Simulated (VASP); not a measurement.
Input of a VASP 6.6.1 run:

Contents of INCAR:

```
ALGO     = Normal         # electronic algorithm
EDIFF    = 1E-6           # SCF threshold, eV
ENCUT    = 520            # plane-wave cutoff, eV
GGA      = CA             # functional
ISIF     = 2              # what is computed and relaxed
ISMEAR   = 0              # smearing method
LASPH    = True           # aspherical terms in the spheres
LCHARG   = False          # write CHGCAR
LREAL    = False          # projectors in reciprocal space
LWAVE    = False          # write WAVECAR
NBANDS   = 12             # bands
NELM     = 100            # most SCF steps
PREC     = Accurate       # precision mode
SIGMA    = 0.05           # smearing width, eV
```

File KPOINTS:

```
k-points
0
Gamma
  10 10 10
```

Contents of POSCAR:

```
LiF
1.0
    2.5595330000      0.0000000000      0.0000000000
    0.0000000000      2.5595330000      0.0000000000
    0.0000000000      0.0000000000      2.4315563500
Li F
1 1
Direct
    0.0000000000      0.0000000000      0.0000000000
    0.5000000000      0.5000000000      0.5000000000
```

Potentials or basis: VASP PAW LDA potentials, release 64 (Li_sv, F).

Launch:

```sh
$ cat potpaw_LDA.64/Li_sv/POTCAR potpaw_LDA.64/F/POTCAR > POTCAR
$ mpirun -np 1 vasp_std > vasp.out
```

Task: What does it give for the band gap on the k mesh?

Result: 7.44 eV, indirect (least direct gap 8.04 eV).

 A k mesh can miss the band edges.
